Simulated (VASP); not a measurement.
A run of VASP 6.6.1 is set up as follows.

POSCAR

```
MgO
1.0
    3.4863780000      0.0000000000      0.0000000000
   -1.7431890000      3.0192920000      0.0000000000
    0.0000000000      0.0000000000      4.1780410000
Mg O
2 2
Direct
    0.6666666667      0.3333333333      0.7500000000
    0.3333333333      0.6666666667      0.2500000000
    0.6666666667      0.3333333333      0.2500000000
    0.3333333333      0.6666666667      0.7500000000
```

The input INCAR.step1:

```
PREC = Accurate ; ENCUT = 520
ISMEAR = 0 ; SIGMA = 0.01
LREAL = F ; LASPH = T
NELM = 100 ; NBANDS = 16
GGA = PE ; ALGO = Normal
EDIFF = 1E-4 ; LWAVE = T
LCHARG = F
```

INCAR.step2

```
PREC = Accurate ; ENCUT = 520
EDIFF = 1E-6 ; ISMEAR = 0
SIGMA = 0.01 ; LREAL = F
LASPH = T ; NELM = 100
ALGO = Normal ; ISIF = 2
LWAVE = F ; LCHARG = F
METAGGA = R2SCAN ; LMIXTAU = T
NBANDS = 16 ; ISTART = 1
```

Contents of KPOINTS:

```
regular mesh
0
Gamma
  6 6 4
```

Potentials or basis: VASP PAW PBE potentials, release 64 (Mg, O).

Launch:

```console
$ cat potpaw_PBE.64/Mg/POTCAR potpaw_PBE.64/O/POTCAR > POTCAR
$ cp INCAR.step1 INCAR
$ mpirun -np 1 vasp_std > vasp.out
$ cp INCAR.step2 INCAR
$ mpirun -np 1 vasp_std > vasp.out
```

(1) Predict the pressure.

(2) Estimate the band gap on the k mesh.

Answers

(1) -0.7 GPa.

(2) 4.08 eV, direct.

Caveat: the PAW data sets were made with another functional, which shifts forces and pressure a little.
